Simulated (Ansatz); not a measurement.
**CaF$_{2}$: frozen-core PAW against all-electron methods**

```xyz
3
Lattice="0.0000 2.7313 2.7313 2.7313 0.0000 2.7313 2.7313 2.7313 0.0000" Properties=species:S:1:pos:R:3 pbc="T T T"
Ca    0.0000    0.0000    0.0000
F     1.3656    1.3656    1.3656
F     4.0969    4.0969    4.0969
```

Atoms are numbered in the order listed.

The geometry is COD entry 5000222, unchecked; take it as a test cell.

Methods: DFT, LDA, PAW with Ansatz's default frozen-core files, scalar-relativistic (Ansatz 0.2.0); DFT, LDA, all-electron LAPW, scalar-relativistic (Ansatz 0.2.0).

For PAW: a Γ-centred 10×10×10 k mesh, Fermi–Dirac smearing of 0.03 eV, cutoff 420 eV, no spin polarisation; the PAW files were made with PBE, and the program remakes their frozen cores for this functional. LAPW targets a basis error of 0.5 meV/atom. The Ansatz runs share mesh, smearing and spin set-up. Plane-wave (PAW) pressures include the program's estimate of the Pulay term.

Stress and pressure are positive in compression.

Levels count from the top of the valence band.

PAW results:

| quantity | PAW |
| --- | --- |
| pressure (GPa) | -6.47 |
| band gap (eV) | 6.924 |
| highest filled level at Γ (eV) | -0.259 |
| lowest empty level at Γ (eV) | 6.924 |
| highest filled level at K (eV) | -0.099 |
| lowest empty level at K (eV) | 8.146 |
| highest filled level at X (eV) | 0.000 |
| lowest empty level at X (eV) | 7.881 |

Q: What does LAPW (all electrons) give for the same quantities?

A: 
```tsv
quantity	LAPW
pressure (GPa)	-6.46
band gap (eV)	6.911
highest filled level at Γ (eV)	-0.260
lowest empty level at Γ (eV)	6.911
highest filled level at K (eV)	-0.099
lowest empty level at K (eV)	8.145
highest filled level at X (eV)	0.000
lowest empty level at X (eV)	7.881
```
